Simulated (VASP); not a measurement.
# PbO2 (Fm-3m) in VASP: settings compared, part 2 of 2

VASP 6.6.1.

## (4) Single point, PBE

run.py

```python
from ase.calculators.vasp import Vasp
from ase.dft.bandgap import bandgap
from ase.io import read

atoms = read('PbO2.cif', primitive_cell=True, subtrans_included=False)
calc = Vasp(
    directory='calc',
    xc='pbe',
    pp='PBE',
    setups='recommended',
    prec='Accurate',
    encut=520,
    ediff=1e-07,
    ismear=0,
    sigma=0.02,
    lreal=False,
    lasph=True,
    nelm=80,
    algo='Normal',
    isif=2,
    lwave=False,
    lcharg=False,
    kpts=[9, 9, 9],
    gamma=True,
)
atoms.calc = calc

print('energy (eV):', atoms.get_potential_energy())
print('free energy (eV):', atoms.get_potential_energy(force_consistent=True))
print('forces (eV/A):')
print(atoms.get_forces())
print('stress (eV/A^3, Voigt):', atoms.get_stress())
print('Fermi level (eV):', calc.get_fermi_level())
gap, top, bottom = bandgap(calc)
print('band gap (eV):', gap, 'from (spin, k, band)', top, 'to', bottom)
```

PbO2.cif

```cif
data_PbO2
_cell_length_a 5.40398400
_cell_length_b 5.40398400
_cell_length_c 5.40398400
_cell_angle_alpha 90.00000000
_cell_angle_beta 90.00000000
_cell_angle_gamma 90.00000000
_space_group_name_H-M_alt 'Fm-3m'
_space_group_name_Hall '-F 4 2 3'
_space_group_IT_number 225
loop_
_space_group_symop_operation_xyz
'x,y,z'
'-x,-y,-z'
'-y,x,z'
'y,-x,-z'
'-x,-y,z'
'x,y,-z'
'y,-x,z'
'-y,x,-z'
'x,-y,-z'
'-x,y,z'
'-y,-x,-z'
'y,x,z'
'-x,y,-z'
'x,-y,z'
'y,x,-z'
'-y,-x,z'
'z,x,y'
'-z,-x,-y'
'z,-y,x'
'-z,y,-x'
'z,-x,-y'
'-z,x,y'
'z,y,-x'
'-z,-y,x'
'-z,x,-y'
'z,-x,y'
'-z,-y,-x'
'z,y,x'
'-z,-x,y'
'z,x,-y'
'-z,y,x'
'z,-y,-x'
'y,z,x'
'-y,-z,-x'
'x,z,-y'
'-x,-z,y'
'-y,z,-x'
'y,-z,x'
'-x,z,y'
'x,-z,-y'
'-y,-z,x'
'y,z,-x'
'-x,-z,-y'
'x,z,y'
'y,-z,-x'
'-y,z,x'
'x,-z,y'
'-x,z,-y'
'x,y+1/2,z+1/2'
'-x,-y+1/2,-z+1/2'
'-y,x+1/2,z+1/2'
[... 62 lines left out ...]
'-z+1/2,-x,-y+1/2'
'z+1/2,-y,x+1/2'
'-z+1/2,y,-x+1/2'
'z+1/2,-x,-y+1/2'
'-z+1/2,x,y+1/2'
'z+1/2,y,-x+1/2'
'-z+1/2,-y,x+1/2'
'-z+1/2,x,-y+1/2'
'z+1/2,-x,y+1/2'
'-z+1/2,-y,-x+1/2'
'z+1/2,y,x+1/2'
'-z+1/2,-x,y+1/2'
'z+1/2,x,-y+1/2'
'-z+1/2,y,x+1/2'
'z+1/2,-y,-x+1/2'
'y+1/2,z,x+1/2'
'-y+1/2,-z,-x+1/2'
'x+1/2,z,-y+1/2'
'-x+1/2,-z,y+1/2'
'-y+1/2,z,-x+1/2'
'y+1/2,-z,x+1/2'
'-x+1/2,z,y+1/2'
'x+1/2,-z,-y+1/2'
'-y+1/2,-z,x+1/2'
'y+1/2,z,-x+1/2'
'-x+1/2,-z,-y+1/2'
'x+1/2,z,y+1/2'
'y+1/2,-z,-x+1/2'
'-y+1/2,z,x+1/2'
'x+1/2,-z,y+1/2'
'-x+1/2,z,-y+1/2'
'x+1/2,y+1/2,z'
'-x+1/2,-y+1/2,-z'
'-y+1/2,x+1/2,z'
'y+1/2,-x+1/2,-z'
'-x+1/2,-y+1/2,z'
'x+1/2,y+1/2,-z'
'y+1/2,-x+1/2,z'
'-y+1/2,x+1/2,-z'
'x+1/2,-y+1/2,-z'
'-x+1/2,y+1/2,z'
'-y+1/2,-x+1/2,-z'
'y+1/2,x+1/2,z'
'-x+1/2,y+1/2,-z'
'x+1/2,-y+1/2,z'
'y+1/2,x+1/2,-z'
'-y+1/2,-x+1/2,z'
'z+1/2,x+1/2,y'
'-z+1/2,-x+1/2,-y'
'z+1/2,-y+1/2,x'
'-z+1/2,y+1/2,-x'
'z+1/2,-x+1/2,-y'
'-z+1/2,x+1/2,y'
'z+1/2,y+1/2,-x'
'-z+1/2,-y+1/2,x'
'-z+1/2,x+1/2,-y'
'z+1/2,-x+1/2,y'
'-z+1/2,-y+1/2,-x'
'z+1/2,y+1/2,x'
'-z+1/2,-x+1/2,y'
'z+1/2,x+1/2,-y'
'-z+1/2,y+1/2,x'
'z+1/2,-y+1/2,-x'
'y+1/2,z+1/2,x'
'-y+1/2,-z+1/2,-x'
'x+1/2,z+1/2,-y'
'-x+1/2,-z+1/2,y'
'-y+1/2,z+1/2,-x'
'y+1/2,-z+1/2,x'
'-x+1/2,z+1/2,y'
'x+1/2,-z+1/2,-y'
'-y+1/2,-z+1/2,x'
'y+1/2,z+1/2,-x'
'-x+1/2,-z+1/2,-y'
'x+1/2,z+1/2,y'
'y+1/2,-z+1/2,-x'
'-y+1/2,z+1/2,x'
'x+1/2,-z+1/2,y'
'-x+1/2,z+1/2,-y'
loop_
_atom_site_label
_atom_site_type_symbol
_atom_site_symmetry_multiplicity
_atom_site_Wyckoff_symbol
_atom_site_fract_x
_atom_site_fract_y
_atom_site_fract_z
_atom_site_occupancy
Pb1 Pb 4 a 0.0000000000 0.0000000000 0.0000000000 1
O1 O 8 c 0.2500000000 0.2500000000 0.7500000000 1
```

Launch:

```sh
> python run.py
```

It took 50 s on 1 thread of AMD EPYC, shared host; peak memory 0.14 GiB.

The run converged. Its results:

```
Free energy            : -15.6104 eV
Pressure               : 0.6 GPa
Band gap on the k mesh : none (metal or under the smearing width)
```

Levels at points of the mesh, in eV from the Fermi level:
| k point | band 11 | band 12 | band 13 | band 14 | band 15 | band 16 |
| --- | --- | --- | --- | --- | --- | --- |
| (0.00, 0.00, 0.00) | -1.91 | -1.14 | -1.14 | -1.14 | 7.05 | 7.05 |

## (5) Single point, PBE+ULG

run.py

```python
from ase.calculators.vasp import Vasp
from ase.dft.bandgap import bandgap
from ase.spacegroup import crystal

atoms = crystal(
    ['Pb', 'O'],
    basis=[[0.0, 0.0, 0.0], [0.25, 0.25, 0.75]],
    spacegroup=225,
    setting=1,
    cellpar=[5.403984, 5.403984, 5.403984, 90.0, 90.0, 90.0],
    primitive_cell=True,
)
calc = Vasp(
    directory='calc',
    xc='pbe',
    pp='PBE',
    setups={'base': 'minimal', 'Pb': '_d', 'O': '_h'},
    prec='Accurate',
    encut=900,
    ediff=1e-06,
    ismear=0,
    sigma=0.1,
    lreal=False,
    lasph=True,
    nelm=100,
    algo='Damped',
    isif=2,
    lwave=False,
    lcharg=False,
    ivdw=3,
    time=0.5,
    kpts=[9, 9, 9],
    gamma=True,
    nbands=20,
)
atoms.calc = calc

print('energy (eV):', atoms.get_potential_energy())
print('free energy (eV):', atoms.get_potential_energy(force_consistent=True))
print('forces (eV/A):')
print(atoms.get_forces())
print('stress (eV/A^3, Voigt):', atoms.get_stress())
print('Fermi level (eV):', calc.get_fermi_level())
gap, top, bottom = bandgap(calc)
print('band gap (eV):', gap, 'from (spin, k, band)', top, 'to', bottom)
```

Potentials or basis: VASP PAW PBE potentials, release 64 (Pb_d, O_h).

Launch:

```sh
> python run.py
```

Run time: 2.8 min. Hardware: 1 thread of AMD EPYC, shared host; peak memory 0.29 GiB.

The run converged. Its results:

```yaml
Free_energy: -16.2570 eV
Pressure: -2.5 GPa
Band_gap_on_the_k_mesh: none (metal or under the smearing width)
Dispersion_energy_per_atom: -0.211 eV
```

Levels at points of the mesh, in eV from the Fermi level:
```csv
k point,band 9,band 10,band 11,band 12,band 13,band 14,band 15,band 16,band 17,band 18
"(0.00, 0.00, 0.00)",-1.95,-1.95,-1.95,-1.18,-1.18,-1.18,7.02,7.02,7.02,11.81
```

Caveat: the cutoff is under 1.25 times the usual one of these potentials, so pressure, stress and relaxed cells hold a basis-set (Pulay) error; atom-pairwise D2, TS and ULG terms overbind metals; pairwise dispersion overbinds metals, which lowers pressure and volume. Spin-orbit coupling is left out, which matters for the levels of Pb.

## (6) Single point, PBEsol

INCAR

```
ADDGRID  = F            
ALGO     = Normal         # electronic algorithm
EDIFF    = 1E-8           # SCF threshold, eV
ENCUT    = 900            # plane-wave cutoff, eV
GGA      = PS             # functional
ISIF     = 2              # what is computed and relaxed
ISMEAR   = 0              # smearing method
LASPH    = T              # aspherical terms in the spheres
LCHARG   = F              # write CHGCAR
LREAL    = F              # projectors in reciprocal space
LWAVE    = F              # write WAVECAR
NELM     = 100            # most SCF steps
PREC     = Accurate       # precision mode
SIGMA    = 0.05           # smearing width, eV
```

KPOINTS

```
k-points
0
Gamma
  11 11 11
```

POSCAR

```
PbO2
1.0
    0.0000000000      2.7019920000      2.7019920000
    2.7019920000      0.0000000000      2.7019920000
    2.7019920000      2.7019920000      0.0000000000
Pb O
1 2
Direct
    0.0000000000      0.0000000000      0.0000000000
    0.7500000000      0.7500000000      0.7500000000
    0.2500000000      0.2500000000      0.2500000000
```

Potentials or basis: VASP PAW PBE potentials, release 64 (Pb, O).

Launch:

```sh
> cat potpaw_PBE.64/Pb/POTCAR potpaw_PBE.64/O/POTCAR > POTCAR
> mpirun -np 1 vasp_std > vasp.out
```

Wall time 2.6 min (1 thread of AMD EPYC 7R43 (Zen 3), shared host); peak memory 0.25 GiB.

The run converged. Its results:

| Quantity | Value |
| --- | --- |
| Free energy | -17.0044 eV |
| Pressure | -6.6 GPa |
| Band gap on the k mesh | none (metal or under the smearing width) |

Levels at points of the mesh, in eV from the Fermi level:
```tsv
k point	band 4	band 5	band 6	band 7	band 8	band 9	band 10	band 11	band 12
(0.00, 0.00, 0.00)	-2.07	-2.07	-2.07	-1.18	-1.18	-1.18	6.82	6.82	6.82
```

Caveat: the PAW data sets were made with another functional, which shifts forces and pressure a little.

## (7) The runs side by side

```tsv
task	level	potentials or basis	cell	k mesh	cutoff (eV)	smearing	other keys	gap on the mesh (eV)	pressure (GPa)
relaxation of the atoms	BLYP	VASP PAW PBE potentials, release 64 (Pb_d, O)	atoms relaxed from: atoms moved at random, drawn with an rms of 0.05 Å	9 × 9 × 9	520	fermi-dirac 0.1 eV	-	none	6.9
single point	PBE	VASP PAW PBE potentials, release 64 (Pb_d, O)	as given	9 × 9 × 9	520	gaussian 0.02 eV	-	none	0.6
single point	PBE+ULG	VASP PAW PBE potentials, release 64 (Pb_d, O_h)	as given	9 × 9 × 9	900	gaussian 0.1 eV	ALGO = Damped; TIME = 0.5	none	-2.5
single point	PBEsol	VASP PAW PBE potentials, release 64 (Pb, O)	as given	11 × 11 × 11	900	gaussian 0.05 eV	-	none	-6.6
```

Alike in all rows: no spin polarisation.

Caveats: the PAW data sets were made with another functional, which shifts forces and pressure a little (some runs); the cutoff is under 1.25 times the usual one of these potentials, so pressure, stress and relaxed cells hold a basis-set (Pulay) error (some runs); atom-pairwise D2, TS and ULG terms overbind metals (some runs); pairwise dispersion overbinds metals, which lowers pressure and volume (some runs).

Absolute energies hang on the potentials; compare differences alone.
